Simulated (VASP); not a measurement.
# Cl2 in VASP: notebook

The runs below take Cl2 through single point, with PBEsol, r2SCAN.

Program: VASP 6.6.1. These are calculated values, not measurements. Logs are shortened: lines on timing, memory, paths and dates and some standing lists are left out, and cuts for length are marked.

### Step 1. Starting point

The cell holds a molecule in a box, 2 atoms: a = 10.000 Å, b = 10.500 Å, c = 11.000 Å, α = 90.00°, β = 90.00°, γ = 90.00°.

### Step 2. Single point, PBEsol

INCAR reads:

```
ALGO = Normal
EDIFF = 1E-7
ENCUT = 700
GGA = PS
ISIF = 2
ISMEAR = 0
LASPH = T
LCHARG = F
LREAL = F
LWAVE = F
NBANDS = 14
NELM = 100
PREC = Accurate
SIGMA = 0.02
```

KPOINTS reads:

```
k-points
0
Gamma
  1 1 1
```

POSCAR reads:

```
Cl
1.0
   10.0000000000      0.0000000000      0.0000000000
    0.0000000000     10.5000000000      0.0000000000
    0.0000000000      0.0000000000     11.0000000000
Cl
2
Direct
    0.5000000000      0.5000000000      0.4099900000
    0.5000000000      0.5000000000      0.5900100000
```

Potentials or basis: VASP PAW PBE potentials, release 64 (Cl).

Started as:

```sh
$ cat potpaw_PBE.64/Cl/POTCAR > POTCAR
$ mpirun -np 1 vasp_std > vasp.out
```

OUTCAR:

```text
EDIFF = 1E-7
   ENCUT = 700
   GGA = PS
   ISIF = 2
   ISMEAR = 0
   LASPH = T
   LREAL = F
   NELM = 100
   PREC = Accurate

 ion  position               nearest neighbor table
   1  0.500  0.500  0.410-   2 1.98
   2  0.500  0.500  0.590-   1 1.98

  LATTYP: Found a simple orthorhombic cell.
 ALAT       =    10.0000000000
 B/A-ratio  =     1.0500000000
 C/A-ratio  =     1.1000000000

  Lattice vectors:

 A1 = (  10.0000000000,   0.0000000000,   0.0000000000)
 A2 = (   0.0000000000,  10.5000000000,   0.0000000000)
 A3 = (   0.0000000000,   0.0000000000,  11.0000000000)

Analysis of symmetry for initial positions (statically):
=====================================================================
 Subroutine PRICEL returns:
 Original cell was already a primitive cell.

 Routine SETGRP: Setting up the symmetry group for a
 simple orthorhombic supercell.

 Subroutine GETGRP returns: Found  8 space group operations
 (whereof  8 operations were pure point group operations)
 out of a pool of  8 trial point group operations.

The static configuration has the point symmetry D_2h.

Analysis of symmetry for dynamics (positions and initial velocities):
=====================================================================
 Subroutine PRICEL returns:
 Original cell was already a primitive cell.

 Routine SETGRP: Setting up the symmetry group for a
 simple orthorhombic supercell.

 Subroutine GETGRP returns: Found  8 space group operations
 (whereof  8 operations were pure point group operations)
 out of a pool of  8 trial point group operations.

The dynamic configuration has the point symmetry D_2h.

 Subroutine INISYM returns: Found  8 space group operations
 (whereof  8 operations are pure point group operations),
 and found     1 'primitive' translations

----------------------------------------------------------------------------------------

                                     Primitive cell

  volume of cell :    1155.0000

  direct lattice vectors                    reciprocal lattice vectors
    10.000000000  0.000000000  0.000000000     0.100000000  0.000000000  0.000000000
     0.000000000 10.500000000  0.000000000     0.000000000  0.095238095  0.000000000
     0.000000000  0.000000000 11.000000000     0.000000000  0.000000000  0.090909091

  length of vectors
    10.000000000 10.500000000 11.000000000     0.100000000  0.095238095  0.090909091

  position of ions in fractional coordinates (direct lattice)
     0.500000000  0.500000000  0.409990000
     0.500000000  0.500000000  0.590010000

  ion indices of the primitive-cell ions
   primitive index   ion index
                 1           1
                 2           2

----------------------------------------------------------------------------------------

 KPOINTS: k-points

Automatic generation of k-mesh.
 Grid dimensions read from file:
 generate k-points for:    1    1    1

 Generating k-lattice:

  Cartesian coordinates                     Fractional coordinates (reciprocal lattice)
     0.100000000  0.000000000  0.000000000     1.000000000  0.000000000  0.000000000
     0.000000000  0.095238095  0.000000000     0.000000000  1.000000000  0.000000000
     0.000000000  0.000000000  0.090909091     0.000000000  0.000000000  1.000000000

  Length of vectors
     0.100000000  0.095238095  0.090909091

  Shift w.r.t. Gamma in fractional coordinates (k-lattice)
     0.000000000  0.000000000  0.000000000

 Subroutine IBZKPT returns following result:
 ===========================================

 Found      1 irreducible k-points:

 Following reciprocal coordinates:
            Coordinates               Weight
  0.000000  0.000000  0.000000      1.000000
   k-points           NKPTS =      1   k-points in BZ     NKDIM =      1   number of bands    NBANDS=     14
   number of dos      NEDOS =    301   number of ions     NIONS =      2
   total plane-waves  NPLWV = 829440
   dimension x,y,z NGX =    90 NGY =   96 NGZ =   96
   dimension x,y,z NGXF=   180 NGYF=  192 NGZF=  192
   ions per type =               2
   NGX,Y,Z   is equivalent  to a cutoff of  14.96, 15.20, 14.51 a.u.
   NGXF,Y,Z  is equivalent  to a cutoff of  29.92, 30.40, 29.02 a.u.
 SYSTEM =  unknown system
   PREC   = accura    normal or accurate (medium, high low for compatibility)
   ISTART =      0    job   : 0-new  1-cont  2-samecut
   ICHARG =      2    charge: 1-file 2-atom 10-const
   ISPIN  =      1    spin polarized calculation?
   LNONCOLLINEAR =      F non collinear calculations
   LSORBIT =      F    spin-orbit coupling
   LASPH  =      T    aspherical Exc in radial PAW
   ENCUT  =  700.0 eV  51.45 Ry    7.17 a.u.  21.57 22.65 23.73*2*pi/ulx,y,z
   NELM   =    100;   NELMIN=  2; NELMDL= -5     # of ELM steps
   EDIFF  = 0.1E-06   stopping-criterion for ELM
   LREAL  =      F    real-space projection
   EDIFFG = 0.1E-05   stopping-criterion for IOM
   NSW    =      0    number of steps for IOM
   IBRION =     -1    ionic relax: 0-MD 1-quasi-New 2-CG
   NFREE  =      0    steps in history (QN), initial steepest desc. (CG)
   ISIF   =      2    stress and relaxation
   ISYM   =      2    0-nonsym 1-usesym 2-fastsym
   POTIM  = 0.5000    time-step for ionic-motion
   TEBEG  =    0.0;   TEEND  =   0.0 temperature during run
   PSTRESS=    0.0 pullay stress
   NELECT =      14.0000    total number of electrons
   NUPDOWN=      -1.0000    fix difference up-down
   EMIN   =  10.00;   EMAX   =-10.00  energy-range for DOS
   EFERMI =   0.00;   METHOD = LEGACY
   ISMEAR =     0;   SIGMA  =   0.02  broadening in eV -4-tet -1-fermi 0-gaus
   EFERMI_NEDOS =   21; number of points for ismear=-14 and -15
   IALGO  =     38    algorithm
   IMIX   =      4    mixing-type and parameters
     AMIX     =   0.40;   BMIX     =  1.00
     AMIX_MAG =   1.60;   BMIX_MAG =  1.00
  volume/ion in A,a.u.               =     577.50      3897.16
  Fermi-wavevector in a.u.,A,eV,Ry     =   0.376060  0.710650  1.924149  0.141421
  Thomas-Fermi vector in A             =   1.307622
   LORBIT       =      0    0 simple, 1 ext, 2 COOP (PROOUT), +10 PAW based schemes
   GGA     = PS    functional components
   LHFCALC =     F    Hartree Fock is set to
   AEXX    =    0.0000 exact exchange contribution
   IVDW    =     0    specifies the selected vdW correction
   LEPSILON=     F    determine dielectric tensor
   LRPA    =     F    only Hartree local field effects (RPA)
 non-spin polarized calculation
 Gauss-broadening in eV      SIGMA  =   0.02
  energy-cutoff  :      700.00
  volume of cell :     1155.00
 maximum number of plane-waves:     48593
 NGX is ok and might be reduce to    90
   NGX = 43   NGY = 45   NGZ = 47

 number of electron      13.9999999 magnetization

 Free energy of the ion-electron system (eV)
  ---------------------------------------------------
  ext. energy  EPLUGINS =         0.00000000
  ---------------------------------------------------
  free energy    TOTEN  =        -3.84498577 eV

  energy without entropy =       -3.84498577  energy(sigma->0) =       -3.84498577

 E-fermi :  -6.7531     XC(G=0):  -0.8012

 val. band max:       -6.9173711703   @ k =   0.0000   0.0000   0.0000
 cond. band min:      -3.8016144660   @ k =   0.0000   0.0000   0.0000
 fundamental gap:      3.1157567044
 Fermi energy:        -6.7530815525

 k-point     1 :       0.0000    0.0000    0.0000
  band No.  band energies     occupation
      1     -23.2783      2.00000
      2     -18.8724      2.00000
      3     -11.6755      2.00000
      4      -9.6775      2.00000
      5      -9.6775      2.00000
      6      -6.9174      2.00000
      7      -6.9174      2.00000
      8      -3.8016      0.00000
      9      -0.2574      0.00000
     10       0.9322      0.00000
     11       1.0465      0.00000
     12       1.1390      0.00000
     13       1.2583      0.00000
     14       1.2839      0.00000

------------------------ aborting loop because EDIFF is reached ----------------------------------------

  FORCE on cell =-STRESS in cart. coord.  units (eV):
  Direction    XX          YY          ZZ          XY          YZ          ZX
  --------------------------------------------------------------------------------------
  -------------------------------------------------------------------------------------
  Total       -0.0024760     -0.0032197     -0.0058961     -0.0000000      0.0000000      0.0000000
  in kB       -0.0034347     -0.0044662     -0.0081789     -0.0000000      0.0000000      0.0000000
  external PRESSURE =      -0.0053599 kB  Pullay stress =       0.0000000 kB

 VOLUME and BASIS-vectors are now :
 -----------------------------------------------------------------------------
  energy-cutoff  :      700.00
  volume of cell :     1155.00
      direct lattice vectors                 reciprocal lattice vectors
    10.000000000  0.000000000  0.000000000     0.100000000  0.000000000  0.000000000
     0.000000000 10.500000000  0.000000000     0.000000000  0.095238095  0.000000000
     0.000000000  0.000000000 11.000000000     0.000000000  0.000000000  0.090909091

 POSITION                                       TOTAL-FORCE (eV/Angst)
 -----------------------------------------------------------------------------------
      5.00000      5.25000      4.50989         0.000000      0.000000      0.001181
      5.00000      5.25000      6.49011         0.000000      0.000000     -0.001181
 -----------------------------------------------------------------------------------
    total drift:                                0.000000     -0.000000      0.000000

  FREE ENERGIE OF THE ION-ELECTRON SYSTEM (eV)
  ---------------------------------------------------
  free  energy   TOTEN  =        -3.8449857703 eV

  energy  without entropy=       -3.8449857703  energy(sigma->0) =       -3.84498577
```

Run time: 1.9 min. Hardware: 1 thread of Intel Xeon Platinum 8559C (Emerald Rapids), shared host; peak memory 1.2 GiB.

Results:

```yaml
Free_energy: -3.8450 eV
Gap_between_the_frontier_levels: 3.12 eV
```

Caveat: the PAW data sets were made with another functional, which shifts forces and pressure a little.

### Step 3. Single point, PBEsol

Changes to INCAR since step 2:

```diff
@@ -2,3 +2,3 @@
 EDIFF = 1E-7
-ENCUT = 700
+ENCUT = 520
 GGA = PS
```

KPOINTS is that of step 2.

POSCAR is that of step 2.

Potentials or basis: VASP PAW PBE potentials, release 64 (Cl).

Started as:

```sh
$ cat potpaw_PBE.64/Cl/POTCAR > POTCAR
$ mpirun -np 1 vasp_std > vasp.out
```

OUTCAR:

```text
EDIFF = 1E-7
   ENCUT = 520
   GGA = PS
   ISIF = 2
   ISMEAR = 0
   LASPH = T
   LREAL = F
   NELM = 100
   PREC = Accurate

 ion  position               nearest neighbor table
   1  0.500  0.500  0.410-   2 1.98
   2  0.500  0.500  0.590-   1 1.98

  LATTYP: Found a simple orthorhombic cell.
 ALAT       =    10.0000000000
 B/A-ratio  =     1.0500000000
 C/A-ratio  =     1.1000000000

  Lattice vectors:

 A1 = (  10.0000000000,   0.0000000000,   0.0000000000)
 A2 = (   0.0000000000,  10.5000000000,   0.0000000000)
 A3 = (   0.0000000000,   0.0000000000,  11.0000000000)

Analysis of symmetry for initial positions (statically):
=====================================================================
 Subroutine PRICEL returns:
 Original cell was already a primitive cell.

 Routine SETGRP: Setting up the symmetry group for a
 simple orthorhombic supercell.

 Subroutine GETGRP returns: Found  8 space group operations
 (whereof  8 operations were pure point group operations)
 out of a pool of  8 trial point group operations.
[... 138 lines left out ...]

  energy without entropy =       -3.84409463  energy(sigma->0) =       -3.84409463

 E-fermi :  -6.7532     XC(G=0):  -0.8016

 val. band max:       -6.9172694332   @ k =   0.0000   0.0000   0.0000
 cond. band min:      -3.8014096605   @ k =   0.0000   0.0000   0.0000
 fundamental gap:      3.1158597728
 Fermi energy:        -6.7531955232

 k-point     1 :       0.0000    0.0000    0.0000
  band No.  band energies     occupation
      1     -23.2782      2.00000
      2     -18.8722      2.00000
      3     -11.6753      2.00000
      4      -9.6774      2.00000
      5      -9.6774      2.00000
      6      -6.9173      2.00000
      7      -6.9173      2.00000
      8      -3.8014      0.00000
      9      -0.2575      0.00000
     10       0.9320      0.00000
     11       1.0464      0.00000
     12       1.1389      0.00000
     13       1.2582      0.00000
     14       1.2836      0.00000

------------------------ aborting loop because EDIFF is reached ----------------------------------------

  FORCE on cell =-STRESS in cart. coord.  units (eV):
  Direction    XX          YY          ZZ          XY          YZ          ZX
  --------------------------------------------------------------------------------------
  -------------------------------------------------------------------------------------
  Total       -0.0199142     -0.0213557     -0.0227786     -0.0000000      0.0000000      0.0000000
  in kB       -0.0276243     -0.0296239     -0.0315977     -0.0000000      0.0000000      0.0000000
  external PRESSURE =      -0.0296153 kB  Pullay stress =       0.0000000 kB

 VOLUME and BASIS-vectors are now :
 -----------------------------------------------------------------------------
  energy-cutoff  :      520.00
  volume of cell :     1155.00
      direct lattice vectors                 reciprocal lattice vectors
    10.000000000  0.000000000  0.000000000     0.100000000  0.000000000  0.000000000
     0.000000000 10.500000000  0.000000000     0.000000000  0.095238095  0.000000000
     0.000000000  0.000000000 11.000000000     0.000000000  0.000000000  0.090909091

 POSITION                                       TOTAL-FORCE (eV/Angst)
 -----------------------------------------------------------------------------------
      5.00000      5.25000      4.50989         0.000000      0.000000      0.000687
      5.00000      5.25000      6.49011         0.000000     -0.000000     -0.000687
 -----------------------------------------------------------------------------------
    total drift:                                0.000000      0.000000     -0.000000

  FREE ENERGIE OF THE ION-ELECTRON SYSTEM (eV)
  ---------------------------------------------------
  free  energy   TOTEN  =        -3.8440946317 eV

  energy  without entropy=       -3.8440946317  energy(sigma->0) =       -3.84409463
```

stdout:

```text
POSCAR found type information on POSCAR Cl
 POSCAR found :  1 types and       2 ions
 scaLAPACK will be used
 -----------------------------------------------------------------------------
|                                                                             |
|                                                                             |
|     You enforced a specific xc type in the INCAR file but a different       |
|     I HOPE YOU KNOW WHAT YOU ARE DOING!                                     |
|                                                                             |
 -----------------------------------------------------------------------------

 LDA part: xc-table for (Slater+PW92), standard interpolation
 POSCAR, INCAR and KPOINTS ok, starting setup
 FFT: planning ... GRIDC
 FFT: planning ... GRID_SOFT
 FFT: planning ... GRID
 WAVECAR not read
 entering main loop
```

It took 74 s on 1 thread of Intel Xeon Platinum 8559C (Emerald Rapids), shared host; peak memory 0.88 GiB.

What came out:

```
Free energy                     : -3.8441 eV
Gap between the frontier levels : 3.12 eV
```

Levels at points of the mesh, in eV from the valence-band top:
| k point | band 5 | band 6 | band 7 | band 8 | band 9 | band 10 |
| --- | --- | --- | --- | --- | --- | --- |
| (0.00, 0.00, 0.00) | -2.76 | 0.00 | 0.00 | 3.12 | 6.66 | 7.85 |

Caveat: the PAW data sets were made with another functional, which shifts forces and pressure a little.

### Step 4. Single point, PBEsol

Changes to INCAR since step 3:

```diff
@@ -13,2 +13,2 @@
 PREC = Accurate
-SIGMA = 0.02
+SIGMA = 0.5
```

KPOINTS is that of step 3.

POSCAR is that of step 3.

Started as:

```sh
$ cat potpaw_PBE.64/Cl/POTCAR > POTCAR
$ mpirun -np 1 vasp_std > vasp.out
```

Run time: 79 s. Hardware: 1 thread of Intel Xeon Platinum 8559C (Emerald Rapids), shared host; peak memory 0.88 GiB.

It converged, with:

```yaml
Free_energy: -3.8441 eV
Gap_between_the_frontier_levels: 3.12 eV
```

Levels at points of the mesh, in eV from the valence-band top:
| k point | band 5 | band 6 | band 7 | band 8 | band 9 | band 10 |
| --- | --- | --- | --- | --- | --- | --- |
| (0.00, 0.00, 0.00) | -2.76 | 0.00 | 0.00 | 3.12 | 6.66 | 7.85 |

Caveat: the PAW data sets were made with another functional, which shifts forces and pressure a little.

[end of part 1 of 2]
